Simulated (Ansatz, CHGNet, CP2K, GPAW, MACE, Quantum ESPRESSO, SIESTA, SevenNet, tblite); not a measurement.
# What went wrong? SIESTA on hcp Mg, size series (64 atoms)

Program: SIESTA 5.4.2, a calculation on a cell of 64 Mg, 23.2 Å³ an atom.

The input, input.fdf:

```
SystemLabel cell
NumberOfAtoms 64
NumberOfSpecies 1
%block ChemicalSpeciesLabel
  1 12 Mg
%endblock ChemicalSpeciesLabel
LatticeConstant 1.0 Ang
%block LatticeVectors
  12.83600 0.00000 0.00000
  -6.41800 11.11630 0.00000
  0.00000 0.00000 10.42200
%endblock LatticeVectors
PAO.BasisSize DZP
PAO.EnergyShift 0.01 Ry
XC.Functional GGA
XC.Authors PBE
MeshCutoff 20 Ry
%block kgrid_Monkhorst_Pack
  1 0 0 0.0
  0 1 0 0.0
  0 0 1 0.0
%endblock kgrid_Monkhorst_Pack
SolutionMethod diagon
OccupationFunction FD
ElectronicTemperature 580 K
SCF.Mixer.Method Pulay
SCF.Mixer.Weight 0.05
SCF.Mixer.History 8
SCF.Mix Hamiltonian
MaxSCFIterations 60
SCF.DM.Tolerance 1e-04
SCF.H.Tolerance 1.0e-3 eV
WriteForces T
Write.HirshfeldPop T
Write.VoronoiPop T
Write.DM F
Write.H F
XML.Write F
AtomicCoordinatesFormat Fractional
%block AtomicCoordinatesAndAtomicSpecies
  0.99616 0.99948 0.99967 1
  0.07718 0.16389 0.23533 1
  0.99592 0.99945 0.50077 1
  0.08602 0.17232 0.74943 1
  0.00107 0.25599 0.00279 1
  0.08472 0.41578 0.25303 1
  0.00285 0.24596 0.49653 1
  0.07941 0.41752 0.74278 1
  0.00008 0.50890 0.99228 1
  0.07653 0.65779 0.24975 1
[... 50 atom lines left out ...]
  0.74499 0.74060 0.00052 1
  0.82794 0.91621 0.24743 1
  0.74360 0.74382 0.49816 1
  0.84095 0.91391 0.74962 1
%endblock AtomicCoordinatesAndAtomicSpecies
```

Launch:

```bash
OMP_NUM_THREADS=1 mpirun -np 2 siesta < input.fdf > output.txt
```

What it wrote:

```text
Version         : 5.4.2
reinit: System Name:
reinit: System Label: cell
initatom: Reading input for the pseudopotentials and atomic orbitals ----------
Species number:   1 Atomic number:   12 Label: Mg
Ground state valence configuration (from tables):   3s02  3p00  3d00  4f00
---- Processing specs for species: Mg
GGA--PBE XC_GGA_X_PBE--XC_GGA_C_PBE pb
Semicore shell(s) with  8 electrons included in the valence for Mg
Semicore shell(s): 2s 2p
Fallback to non-perturbative polarization scheme for Mg
Please see the manual if this is not desired in principle
Mg pseudopotential only contains V_ls up to l=1 -- lmxkb reset.
Using PAO.SplitTailNorm
%block ChemicalSpeciesLabel
    1   12 Mg                      # Species index, atomic number, species label
%endblock ChemicalSpeciesLabel
%block PAO.Basis                 # Define Basis set
Mg                    4                    # Species label, number of l-shells
 n=2   0   1                         # n, l, Nzeta
   2.332
   1.000
 n=3   0   2                         # n, l, Nzeta
   7.124      5.248
   1.000      1.000
[... lines left out ...]
Total number of electrons:   640.000000
[... lines left out ...]
stepf: Fermi-Dirac step function
        iscf     Eharris(eV)        E_KS(eV)     FreeEng(eV)     dDmax    Ef(eV) dHmax(eV)
[... lines left out ...]
SCF Convergence by DM+H criterion
[... lines left out ...]
SCF cycle converged after 24 iterations
[... lines left out ...]
siesta: E_KS - E_eggbox =   -103935.9306
siesta: Atomic forces (eV/Ang):
     1 -101.184812  -19.538328  -11.606909
     2  221.048929  -33.920253   43.039859
     3 -110.852945  -13.051466   31.709293
[...]
63  123.310698  224.635169  -53.786433
    64   28.998238  157.655209   12.589752
----------------------------------------
   Tot-1039.466358  874.577231  368.308385
----------------------------------------
   Max  251.086877
   Res  108.946798    sqrt( Sum f_i^2 / 3N )
----------------------------------------
   Max  251.086877    constrained
Stress tensor Voigt[x,y,z,yz,xz,xy] (kbar):    -2778.88    -2781.19     -685.33        7.97       -1.84     -173.86
(Free)E + p*V (eV/cell)  -102003.9816
Target enthalpy (eV/cell)  -103936.2565
siesta: Program's energy decomposition (eV):
siesta: Ebs     =    -30398.813095
siesta: Eions   =    126262.715352
siesta: Ena     =      8447.624259
siesta: Ekin    =     55335.556695
siesta: Enl     =    -29152.563995
siesta: DEna    =      1033.021033
siesta: DUscf   =       101.081316
siesta: Ex      =    -12605.518873
siesta: Ec      =      -832.415658
siesta: Exc     =    -13437.934531
siesta: Eharris =   -103935.930569
siesta: Etot    =   -103935.930576
siesta: FreeEng =   -103936.256494
siesta: Final energy (eV):
siesta:  Band Struct. =  -30398.813095
siesta:       Kinetic =   55335.556695
siesta:       Hartree =   35355.433938
siesta:         Exch. =  -12605.518873
siesta:         Corr. =    -832.415658
siesta:   Exch.-corr. =  -13437.934531
siesta:  Ion-electron = -138913.827561
siesta:       Ion-ion =  -42275.159116
siesta:         Total = -103935.930576
siesta:         Fermi =      -2.678398
siesta:    Tot-1039.466358  874.577231  368.308385
siesta: Stress tensor (static) (eV/Ang**3):
siesta:    -1.734438   -0.108517   -0.001149
siesta:    -0.108517   -1.735880    0.004974
siesta:    -0.001149    0.004974   -0.427747
siesta: Cell volume =       1487.102953 Ang**3
siesta: Pressure (static):
siesta:                Solid            Molecule  Units
siesta:           0.01415176          0.03201707  Ry/Bohr**3
siesta:           1.29935515          2.93967164  eV/Ang**3
siesta:        2081.79645451       4709.87321159  kBar
    Orbital volume contribution        =          44.516897 eV
    (Free)E + p_basis*V_orbitals       =     -103891.739597 eV
    (Free)Eharris+ p_basis*V_orbitals  =     -103891.739590 eV
Hirshfeld Atomic Populations:
Atom #   charge [q] valence [e]  Species
     1     0.679998    9.320002  Mg
     2    -0.017577   10.017577  Mg
     3     0.644772    9.355228  Mg
[...]
--------------------
 Total    -3.728734
Voronoi Atomic Populations:
Atom #   charge [q] valence [e]  Species
[...]
63    -0.111077   10.111077  Mg
    64    -0.151375   10.151375  Mg
--------------------
 Total    -7.525283
```

It took 6.5 s on 2 MPI ranks of Arm Neoverse V1, shared host; peak memory 0.35 GiB; 13 s of CPU time.

Banners, paths, timers and routine set-up lines are dropped from the logs unmarked, and long logs keep their key lines alone; longer cuts are marked.

Against a plane-wave PBE reference and this program's sound run:

- r.m.s. difference of force components: 108900 meV/Å
- longest difference of force vectors: 293400 meV/Å
- force difference over r.m.s. force: 64390 %
- slope of forces against the reference's: 76.84
- energy less the same-level run's: -8638 meV/atom
- r.m.s. force difference from the same-level run: 108900 meV/Å

**Question.** What is wrong with this input?

A mesh cutoff far too low: mesh cutoff 20 Ry. The sound run has mesh cutoff 500 Ry.

The run converged all the same, so the exit status doesn't show the fault.

[Also dropped from logs without a mark: logging warnings of Python, and SIESTA's first energy breakdown and zero terms.]

[Logs are printed without paths, hosts, clocks, repeated set-up lines and the standing remarks that a program may print on its own settings, such as how far it seeks lower states.]

[Hosts, paths, dates, database ids (printed as entryN), source tags and the programs' standing remarks are cut or masked in the printed files.]
